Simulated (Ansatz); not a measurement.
The system is CuO.

```
Cu O
1.0
     0.00000    2.11656    2.11656
     2.11656    0.00000    2.11656
     2.11656    2.11656    0.00000
Cu O
1 1
Direct
  0.02950 0.02810 0.90803
  0.47050 0.47190 0.59197
```

The cell comes from a database or a generator and needn't be the stable form of this composition.

Base run:

```yaml
Program: Ansatz 0.2.0
Functional: PBE
Potentials_or_basis: Ansatz PAW
Cutoff: 300 eV
Density_cutoff: 1200 eV
k_mesh: 11 × 11 × 11
Occupations: fermi-dirac, width 0.05 eV
Spin: no spin polarisation
```

Its results: band gap on the k mesh none (metal or under the smearing width); pressure 17.8 GPa; largest force 0.841 eV/Å.

**Question.** The run is repeated on the same cell with these changes: cutoff from 300 eV to 420 eV (not typed: the program's choice for these potentials); k mesh from 11 × 11 × 11 to 4 × 4 × 4. What comes out?

**Answer.** Band gap on the k mesh none (metal or under the smearing width); pressure 18.5 GPa; largest force 0.910 eV/Å.

Caveats: some runs use coarse meshes; so large a pressure means that the cell lies far from this level's equilibrium, or that cutoff or potentials fall short; an odd number of electrons without spin polarisation forces a metal; a magnetic or distorted state may lie lower; the run has no spin polarisation, though such a crystal can be magnetic; semilocal functionals often make such compounds metallic where correlation or magnetic order opens a gap, which also shifts bond lengths; the pressure holds a Pulay correction of +44.0 GPa for the finite cutoff (some runs); the cutoff lies under the one recommended for these potentials (some runs).
